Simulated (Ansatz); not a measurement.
Theory: DFT PBE, scalar-relativistic, plane waves, PAW in Ansatz 0.2.0. Plane waves to 420 eV, a 12×12×12 mesh through Γ for the 6-atom cell and 0.10 eV Gaussian smearing; no spin polarisation.

Energies over the elements count from the elements' standard structures at the same level, with no fitted energy shifts. The references include crystalline Hg.

Problem. Propose a candidate for a tetragonal metal with formula Cd2HgTe3, with a formation energy near −0.36 eV/atom and a density near 6.14 g/cm³, in a cell of 6 atoms.

Solution. Cd2HgTe3, space group I-4m2 (No. 119). Around Cd lie 4 Te at 2.87 Å; around Hg lie 4 Te at 2.88 Å; Te on a site of symmetry 2mm is surrounded by 2 Cd at 2.87 Å and 2 Hg at 2.88 Å; around Te on a site of symmetry -4m2 lie 4 Cd at 2.87 Å.

```
Cd Hg Te
1.0
    -2.34616    2.34616    9.93337
     2.34616   -2.34616    9.93337
     2.34616    2.34616   -9.93337
Cd Hg Te
2 1 3
Cartesian
  0.0000 0.0000 13.2483
  0.0000 0.0000 6.6185
  0.0000 0.0000 0.0000
  0.0000 2.3462 1.6678
  2.3462 0.0000 4.9667
  0.0000 2.3462 8.2656
```

The volume per atom is 36.45 Å³ and the density is 6.14 g/cm³. The formation energy is −0.36 eV/atom and the gap on the 12×12×12 mesh of the 6-atom cell is 0.06 eV by band count, less than the smearing, so the run treats it as a metal.

The cell was found from a structure generator's guess, not taken from experiment. The answer needn't be unique; the calculation gave this one.

Spin–orbit coupling, which can matter for Hg and Te, is left out. The reference form of Te is held partly by dispersion forces, which this level lacks. Symmetry constrained the relaxation, so the result can be a saddle point.
